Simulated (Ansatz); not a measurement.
# Ge: the cost of one run

Computed with Ansatz 0.2.0 (DFT PBEsol, scalar-relativistic, plane waves, PAW, unless a step's input says otherwise).

4 further runs of the same task are left out: 1 that didn't finish, 3 set aside as unsound or not needed. Runs told in other sessions of the task aren't counted.

## (1) The structure to begin with

It takes space group Fmmm (No. 69, orthorhombic). Conventional cell: a = 5.224 Å, b = 5.702 Å, c = 9.873 Å, α = 90.00°, β = 90.00°, γ = 90.00°. Around Ge (site symmetry mm2) lie 8 Ge at 2.66 to 3.02 Å. Around Ge (site symmetry m2m) lie 5 Ge at 2.59 to 2.70 Å.

As a file:

```cif
data_structure
_symmetry_space_group_name_H-M 'Fmmm'
_symmetry_Int_Tables_number 69
_cell_length_a 5.2241
_cell_length_b 5.7022
_cell_length_c 9.8734
_cell_angle_alpha 90.000
_cell_angle_beta 90.000
_cell_angle_gamma 90.000
_cell_volume 294.12
loop_
_atom_site_label
_atom_site_type_symbol
_atom_site_symmetry_multiplicity
_atom_site_Wyckoff_symbol
_atom_site_fract_x
_atom_site_fract_y
_atom_site_fract_z
_atom_site_occupancy
Ge1 Ge 8 i 0.00000 0.00000 0.77632 1
Ge2 Ge 8 h 0.50000 0.77274 0.00000 1
```

It goes back to an entry of the Materials Project, which need not be the stable form.

It is built from the cell relaxed beforehand with the same method (18.38 Å³/atom).

## (2) Zero of energy

The cell is repeated 2 times, 8 atoms in all. The reference gives a free energy of -34026.6113 eV, pressure 0.04 GPa, largest force 0.012 eV/Å and gap on the mesh none (metal). It was computed beforehand with the settings of the runs below.

## (3) Setting up sliding across a plane

The cut lies on the cell's a–b face, a (0 0 1) plane of area 14.89 Å², between layers 2.21 Å apart (Ge below, Ge above); the cell is 9.9 Å thick. Vector c is tilted by f times 1·a + 1·b (length 5.702 Å) with the atoms' Cartesian places fixed: one unrelaxed fault per cell.

## (4) Point f = 0.167

Contents of input.yaml:

```yaml
crystal:
  lattice:
    - [-2.612066564, -2.8511133374, 0.0]
    - [2.612066564, -2.8511133374, 0.0]
    - [0.0, -0.9505611867, 9.8733758587]
  atoms:
    - { symbol: Ge, position: [-0.0647074917, -0.0647074917, 0.3881673166] }
    - { symbol: Ge, position: [0.3519425083, 0.3519425083, 0.8881673166] }
    - { symbol: Ge, position: [-0.1392832983, -0.1392832983, 0.8355326834] }
    - { symbol: Ge, position: [0.4440667017, 0.4440667017, 0.3355326834] }
    - { symbol: Ge, position: [0.2086163383, 0.2086163383, 0.11185] }
    - { symbol: Ge, position: [0.6252663383, 0.6252663383, 0.61185] }
    - { symbol: Ge, position: [0.7540928717, 0.7540928717, 0.11185] }
    - { symbol: Ge, position: [0.1707428717, 0.1707428717, 0.61185] }
basis:
  ecutwfc: 420
kpoints:
  mp_grid: { grid: [12, 12, 5] }
hamiltonian:
  xc: pbesol
scf:
  occupations: { method: gaussian, width: 0.15 }
output:
  forces: true
  stress: true
  eigenvalues: true
```

Started as:

```bash
ansatz run input.yaml --threads 2 --pin off --max-ram 5120MiB --backend cpu --events-out ev --progress --plain --runs-dir out
```

Q: Estimate wall time and peak memory on 2 threads of Arm Neoverse V2, shared host.

About 79 s, with a peak of 1.4 GiB.
